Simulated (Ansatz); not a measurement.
# GaCuSe2 (I-42d) in Ansatz: further runs, part 2 of 2

Ansatz 0.2.0. The steps go on from the part before.

### 3 Band structure, r2SCAN

The input, input.yaml:

```yaml
crystal:
  lattice:
    - [-2.80955, 2.80955, 5.513]
    - [2.80955, -2.80955, 5.513]
    - [2.80955, 2.80955, -5.513]
  atoms:
    - { symbol: Se, position: [0.12562, 0.625, 0.00062] }
    - { symbol: Se, position: [0.875, 0.87438, 0.49938] }
    - { symbol: Se, position: [0.62438, 0.125, 0.99938] }
    - { symbol: Se, position: [0.375, 0.37562, 0.50062] }
    - { symbol: Ga, position: [0.25, 0.75, 0.5] }
    - { symbol: Ga, position: [0.5, 0.5, 0.0] }
    - { symbol: Cu, position: [0.75, 0.25, 0.5] }
    - { symbol: Cu, position: [0.0, 0.0, 0.0] }
hamiltonian:
  xc: r2scan
  pseudopotentials: { kind: paw }
kpoints:
  mp_grid: { grid: [7, 7, 7] }
  band_path:
    path:
      - [[0.0, 0.0, 0.0], [0.0, 0.0, 0.5], [-0.1298576533, 0.1298576533, 0.5], [-0.3149288266, 0.3149288266, 0.3149288266], [0.0, 0.0, 0.0], [0.5, 0.5, -0.5], [0.3149288266, 0.6850711734, -0.3149288266], [0.0, 0.5, 0.0], [0.25, 0.25, 0.25], [0.5, 0.5, -0.1298576533], [0.5, 0.5, -0.5]]
      - [[0.0, 0.0, 0.5], [0.25, 0.25, 0.25]]
    npoints: 10
scf:
  occupations: { method: fermi_dirac, width: 0.05 }
  n_extra_bands: 20
output:
  forces: true
  stress: true
  eigenvalues: true
  fatbands: false
  write_density: true
  write_potential: true
  elf: true
  volumetric_format: npy
```

Potentials or basis: Ansatz PAW.

Launch:

```sh
$ ansatz run input.yaml --threads 4 --pin off --max-ram 11264MiB --backend cpu --events-out ev --progress --plain --runs-dir out
```

Output:

```text
Warning: RAYON_NUM_THREADS=4 ignored (pool sized by the plan → 4); use --threads N
scf.n_extra_bands = 20 over 64 filled bands (N_el = 128.0): the run solves 84 bands
Engine: ansatz 0.2.0, aarch64-unknown-linux-gnu
Pseudopotentials: kind: paw
Pseudopotential: Se, paw, valence charge 16, recommended cutoff 500 eV (meta_gga), Se.paw.azcp
Pseudopotential: Ga, paw, valence charge 13, recommended cutoff 500 eV (meta_gga), Ga.paw.azcp
Pseudopotential: Cu, paw, valence charge 19, recommended cutoff 500 eV (meta_gga), Cu.paw.azcp
Functional definition: r2SCAN
  parameter k0 = 0.174
  parameter k1 = 0.065
[... 63 lines left out ...]
  atom   4  Se    -0.22729921     0.00000000     0.00000000
  atom   5  Ga     0.00000000    -0.00000000     0.00000000
  atom   6  Ga     0.00000000     0.00000000     0.00000000
  atom   7  Cu     0.00000000    -0.00000000     0.00000000
  atom   8  Cu     0.00000000     0.00000000    -0.00000000
  max |Σ_I F_I| component: 3.77e-17 eV/Å
--- Stress (GPa, compression-positive) ---
        0.274560      -0.000000      -0.000000
       -0.000000       0.274560      -0.000000
       -0.000000      -0.000000       0.459199
  P = ⅓ Tr σ = 0.3361 GPa (3.361 kbar)
--- Band table (eV; the first three rows and the last of 40) ---
  k-point 0: bands = ["-106.7419", "-106.7419", "-62.6134", "-62.6132", "-62.5919", "-62.5919", "-62.5918", "-62.5918", "-40.2907", "-40.2906", "-40.2906", "-40.2906", "-40.2905", "-40.2904", "-40.2901", "-40.2901", "-40.2312", "-40.2310", "-40.2310", "-40.2310", "-40.2009", "-40.2007", "-40.2004", "-40.2004", "-40.1888", "-40.1887", "-40.1887", "-40.1887", "-7.5548", "-7.5548", "-7.5537", "-7.3826", "-7.3664", "-7.3664", "-7.3114", "-7.3057", "-7.3020", "-7.2899", "-6.6040", "-4.8983", "-4.8983", "-4.8783", "0.6059", "2.1105", "3.5097", "3.7949", "3.8056", "4.0942", "4.0942", "4.9436", "4.9436", "5.3564", "5.3564", "5.4208", "6.6125", "6.6239", "6.7330", "6.9957", "7.0267", "7.0267", "7.1495", "8.5033", "8.5033", "8.6332", "9.2673", "10.7865", "11.1553", "12.9313", "12.9313", "13.2886", "13.7643", "13.7643", "13.8022", "14.1150", "15.6644", "15.6644", "15.7896", "16.2099", "18.6814", "19.5865", "19.6844", "19.7496", "19.7559", "19.7559"]
  k-point 1: bands = ["-106.7419", "-106.7419", "-62.6133", "-62.6132", "-62.5919", "-62.5919", "-62.5918", "-62.5918", "-40.2907", "-40.2906", "-40.2906", "-40.2906", "-40.2905", "-40.2903", "-40.2901", "-40.2901", "-40.2312", "-40.2310", "-40.2310", "-40.2310", "-40.2008", "-40.2006", "-40.2004", "-40.2004", "-40.1888", "-40.1887", "-40.1887", "-40.1887", "-7.5608", "-7.5570", "-7.5482", "-7.3863", "-7.3802", "-7.3675", "-7.3103", "-7.3047", "-7.3020", "-7.2904", "-6.4761", "-4.9895", "-4.9685", "-4.8803", "0.7015", "2.0239", "3.3196", "3.7173", "3.9251", "4.0891", "4.4890", "4.9482", "4.9626", "5.0886", "5.3627", "5.4712", "6.6472", "6.6890", "6.7738", "6.8504", "6.9621", "7.2145", "7.2259", "7.7259", "8.3667", "8.4506", "10.1398", "11.0389", "11.7935", "12.7381", "12.8629", "13.2198", "13.5946", "13.7065", "14.0806", "14.5142", "15.2925", "15.5783", "17.0008", "17.1175", "18.2087", "18.3250", "18.4453", "18.6833", "18.8331", "19.2602"]
  k-point 2: bands = ["-106.7419", "-106.7419", "-62.6133", "-62.6132", "-62.5919", "-62.5919", "-62.5918", "-62.5918", "-40.2907", "-40.2907", "-40.2906", "-40.2906", "-40.2904", "-40.2903", "-40.2902", "-40.2902", "-40.2311", "-40.2310", "-40.2310", "-40.2310", "-40.2007", "-40.2006", "-40.2005", "-40.2005", "-40.1888", "-40.1887", "-40.1887", "-40.1887", "-7.5709", "-7.5626", "-7.5315", "-7.4224", "-7.3797", "-7.3704", "-7.3075", "-7.3022", "-7.3021", "-7.2922", "-6.1467", "-5.1935", "-5.1074", "-4.9298", "0.8744", "1.7023", "3.1412", "3.5979", "3.7053", "4.5840", "4.7586", "4.9422", "5.0005", "5.1728", "5.3836", "5.4559", "6.7153", "6.7735", "6.8137", "6.8594", "7.0845", "7.2243", "7.4237", "7.4458", "7.9738", "8.3108", "10.6770", "11.0744", "12.1139", "12.5844", "13.1936", "13.4197", "13.5601", "14.1048", "14.4845", "14.5832", "15.5813", "15.8111", "16.6790", "16.8187", "17.2257", "17.3670", "17.6232", "17.9996", "18.5176", "18.9803"]
  k-point 39: bands = ["-106.7419", "-106.7419", "-62.6133", "-62.6133", "-62.5919", "-62.5919", "-62.5918", "-62.5918", "-40.2907", "-40.2907", "-40.2906", "-40.2906", "-40.2903", "-40.2903", "-40.2901", "-40.2901", "-40.2311", "-40.2311", "-40.2310", "-40.2310", "-40.2008", "-40.2008", "-40.2004", "-40.2004", "-40.1888", "-40.1887", "-40.1887", "-40.1887", "-7.5629", "-7.5579", "-7.4996", "-7.4891", "-7.3611", "-7.3584", "-7.3129", "-7.3125", "-7.2924", "-7.2922", "-5.8048", "-5.7848", "-5.0066", "-4.9178", "1.3554", "1.4630", "3.8157", "3.8726", "4.3384", "4.6401", "4.7115", "4.7380", "4.9128", "5.0737", "5.2149", "5.2325", "6.5799", "6.6604", "6.7675", "6.7905", "7.2193", "7.3498", "7.4161", "7.6268", "7.6561", "7.8171", "10.6926", "10.9021", "11.0114", "11.1744", "12.1617", "12.1661", "12.9441", "13.0380", "15.1311", "15.3691", "15.6821", "16.1173", "17.2138", "17.4112", "18.6648", "18.6926", "18.9254", "18.9630", "19.4070", "20.3539"]
```

rho_z.tsv:

```text
# z_ang	rho[e/angstrom^3]
# format = ansatz-planar-average/11
# lattice	-2.809550000	2.809550000	5.513000000
# lattice	2.809550000	-2.809550000	5.513000000
# lattice	2.809550000	2.809550000	-5.513000000
# sites	8
# site	34	1.404775000	-1.401291158	4.134750000
# site	34	1.401291158	1.404775000	6.891250000
# site	34	1.404775000	4.210841158	-1.378250000
# site	34	1.408258842	1.404775000	1.378250000
# site	31	2.809550000	-0.000000000	2.756500000
# site	31	0.000000000	0.000000000	5.513000000
# site	29	-0.000000000	2.809550000	2.756500000
# site	29	0.000000000	0.000000000	0.000000000
0.000000	1.911557e0
0.135912	1.817804e0
0.271824	1.569887e0
0.407737	1.247304e0
0.543649	9.319300e-1
0.679561	6.747681e-1
[... 42 lines left out ...]
6.523785	1.569887e0
6.659698	1.817804e0
```

Run time: 74 s. Hardware: 4 threads of Arm Neoverse V2, shared host; peak memory 2 GiB.

Results:

| Quantity | Value |
| --- | --- |
| Free energy | -42760.1064 eV |
| Pressure | 0.3 GPa |
| Largest force | 0.227 eV/Å |
| Band gap on the k mesh | 0.63 eV, direct |
| Band gap along the path | 0.63 eV, direct |

Forces in eV/Å, atoms in the order of the input:
```
Se   0.000 -0.227  0.000
Se   0.227  0.000  0.000
Se   0.000  0.227  0.000
Se  -0.227  0.000  0.000
Ga   0.000  0.000  0.000
Ga   0.000  0.000  0.000
Cu   0.000  0.000  0.000
Cu   0.000  0.000  0.000
```

Stress tensor (GPa, compression positive):
```
0.27 0.00 0.00
0.00 0.27 0.00
0.00 0.00 0.46
```

Levels at the corners of the path, in eV from the valence-band top:
```csv
point,band 61,band 62,band 63,band 64,band 65,band 66,band 67,band 68
Γ,-1.48,-0.13,-0.13,0.00,0.63,2.15,2.52,4.30
X,-0.80,-0.80,-0.49,-0.49,1.49,1.49,3.70,3.70
Y,-0.84,-0.84,-0.68,-0.68,1.77,1.77,4.22,4.22
S,-1.38,-1.16,-0.73,-0.55,2.22,2.71,2.81,3.76
Γ,-1.48,-0.13,-0.13,0.00,0.63,2.15,2.52,4.30
Z,-1.18,-1.18,-0.90,-0.90,2.10,2.10,2.21,2.21
S1,-1.38,-1.16,-0.73,-0.55,2.22,2.71,2.81,3.76
N,-1.31,-1.18,-1.07,-0.54,2.47,2.87,3.54,4.50
P,-0.84,-0.84,-0.65,-0.65,1.90,1.90,3.45,3.45
Y1,-0.84,-0.84,-0.68,-0.68,1.77,1.77,4.22,4.22
Z,-1.18,-1.18,-0.90,-0.90,2.10,2.10,2.21,2.21
X,-0.80,-0.80,-0.49,-0.49,1.49,1.49,3.70,3.70
P,-0.84,-0.84,-0.65,-0.65,1.90,1.90,3.45,3.45
```

Caveat: the PAW data sets come from PBE, with cores solved anew for the run's functional, which leaves a small shift of forces and pressure.

### 4 Comparison with measurements

Step 2. A measured gap of GaCuSe2 is 1.7 eV (“Growth and anisotropy of transport properties of CuGaSe2 single crystals”, 2018, pmc:6251020); the calculated 0.20 eV misses it by -1.50 eV. So large a miss can be the level of theory's own, or it may mean another phase, state or a wrong row. 2 values of this kind are on record in papers (1.7 to 1.72 eV); this one was drawn at random among those near their median. Spin-orbit coupling on Ga, Se is left out. The value is that of BLYP, without temperature or zero-point motion. Semilocal functionals fall short of measured gaps as a rule.

Step 3. Measured gap of GaCuSe2: 1.72 eV (“Growth and anisotropy of transport properties of CuGaSe2 single crystals”, 2018, pmc:6251020). This calculation gives 0.63 eV (-1.09 eV). So large a miss can be the level of theory's own, or it may mean another phase, state or a wrong row. 2 values of this kind are on record in papers (1.7 to 1.72 eV); this one was drawn at random among those near their median. Spin-orbit coupling on Ga, Se is left out. The value is that of r2SCAN, without temperature or zero-point motion.
